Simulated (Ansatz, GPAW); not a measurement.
**One calculation of Si, 3 ways**

```
CELL_PARAMETERS angstrom
0.01829 2.59387 2.70983
2.83014 -0.07852 2.80664
2.74329 2.60383 0.00833
ATOMIC_POSITIONS crystal
Si 0.50000 0.50000 0.50000
Si 0.75000 0.75000 0.75000
```

This isn't the form of Si at room conditions, which is diamond.

Alike in all runs: task single point; functional LDA; k mesh 8 × 8 × 8; occupations fermi-dirac, width 0.05 eV; no spin polarisation; no spin-orbit coupling. LDA stands for any of its common fits. Pressure is positive in compression and, in plane waves, holds the error of the finite cutoff, which Ansatz's Pulay term estimates and takes out.

```tsv
program and potentials	plane-wave cutoff (eV)	notes	band gap (eV)	pressure (GPa)	largest force (eV/Å)
Ansatz, Ansatz PAW	420	potentials made for PBE, which Ansatz adapts in part; Pulay term of +0.04 GPa included	no gap	-1.93	0.436
Ansatz, all-electron LAPW, scalar-relativistic	-	-	no gap	-1.98	0.436
GPAW, the program's PAW data sets (release 1.2.1) made for this functional	600	-	no gap	-1.72	0.443
```

Force on atom 1 (Si), eV/Å:

| program and potentials | x | y | z |
| --- | --- | --- | --- |
| Ansatz, Ansatz PAW | -0.245 | 0.320 | -0.166 |
| Ansatz, all-electron LAPW, scalar-relativistic | -0.245 | 0.320 | -0.166 |
| GPAW, the program's PAW data sets (release 1.2.1) made for this functional | -0.249 | 0.325 | -0.169 |

None finds a gap. The pressure spans -1.98 (Ansatz, all-electron LAPW, scalar-relativistic) to -1.72 GPa (GPAW, the program's PAW data sets (release 1.2.1) made for this functional), with all-electron results at -1.98.

The functional is the same throughout but for its coding, so the spread measures potentials, basis and numerics; runs on potential files found faulty are left out.

The cell is still a tetrahedral diamond network, but strained by unequal stretching and shear, so the absence of a gap does not point to a different, metallic bonding type. Such strain lifts the degeneracy of the conduction valleys and of the bonding p states at the valence top, drawing the band edges together. LDA already places them too close in unstrained silicon, so the closure is probably exaggerated, and the real crystal at this geometry may well remain a semiconductor.

The force on atom 1 points nearly along its longest bond, towards the neighbour. This is the internal relaxation expected when a shear leaves the two sublattices at their ideal fractional positions and the bonds unequal. The negative pressure favours contraction, in keeping with LDA's usual overbinding, which makes its equilibrium volume slightly too small. All three runs agree on this picture, but their agreement tests the numerics and not the functional's verdict on the gap.
